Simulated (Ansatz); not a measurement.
# A sheet of P under strain

A free-standing layer, 2 atoms in a cell of 3.254 × 3.254 Å at 120° (honeycomb type), 1.25 Å between its outer nuclei, built from a prototype, its stability not tested in these runs. Ansatz: PBE+D3(BJ), PAW, 420 eV, 9×9×1 mesh. It is strained by x per cent equally along both axes, atoms relaxed; y is the tensile stress along x per length. The small cell can't ripple, as a free sheet would under compression.

```
x (%) y (N/m)
 -4.0    -4.24
 -2.0    -1.94
  0.0     0.00
  2.0     1.63
  4.0     3.00
  7.0        ?
```

Q: Fit y = c1 x + c2 x² to the other rows, give the stiffness, and predict the missing row.

A: Least squares on the rows shown. y = 0.9025 x − 0.03875 x². The stiffness C11 + C12 is 100 c1 = 90 N/m, and the parabola would peak at x = 12 %, far outside the rows, so that is no strength. At x = 7.0 the fit asked for gives 4.42 N/m. The run gave 4.63 N/m, so the fit is 0.21 N/m too low, 2.4 % of the span of the series, against an rms of 0.02 N/m on the fitted rows. The row lies outside the fitted range. With a term in x³ added, a fit to the same known rows predicts 4.68 N/m, so most of the miss is curvature that the known rows already hold.